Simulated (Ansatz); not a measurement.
## C under changes of volume

One of the cells (31.524 Å³/atom); the others are scaled copies at fixed shape and fractional positions:

```
C
1.0
     2.45623    0.00000    0.00000
    -1.22811    2.12716    0.00000
     0.00000    0.00000   24.13396
C
4
Direct
  0.66667 0.33333 0.57048
  0.33333 0.66667 0.42952
  0.00000 0.00000 0.42953
  0.00000 0.00000 0.57047
```

* Program: Ansatz 0.2.0
* Functional: PBE
* Potentials or basis: Ansatz PAW
* Cutoff: 420 eV (not typed: the program's choice for these potentials)
* k mesh: 12 × 12 × 2
* Occupations: fermi-dirac, width 0.05 eV
* Spin: no spin polarisation

| volume (Å³/atom) | energy over the lowest point (meV/atom) | largest force (eV/Å) |
| --- | --- | --- |
| 29.632 | 45.14 | 0.065 |
| 30.263 | 23.15 | 0.061 |
| 30.893 | ? | ? |
| 31.524 | 1.21 | 0.054 |
| 32.154 | 0.00 | 0.051 |
| 32.785 | 4.54 | 0.048 |
| 33.415 | 14.33 | 0.045 |

Question: What does the run at 30.893 Å³/atom give?

Answer: Energy over the lowest point 8.73 meV/atom; largest force 0.058 eV/Å.

Worked out: A Birch-Murnaghan fit of order 3 (a polynomial in V^(-2/3)) to the other rows has its minimum at 31.97 Å³/atom with B0 = V·E''(V) = 76 GPa and B' = 3.6 at fixed shape and positions, which overstates the stiffness. It gives 8.74 meV/atom at 30.893 Å³/atom, against the run's 8.73.

Energies are extrapolated to zero smearing.
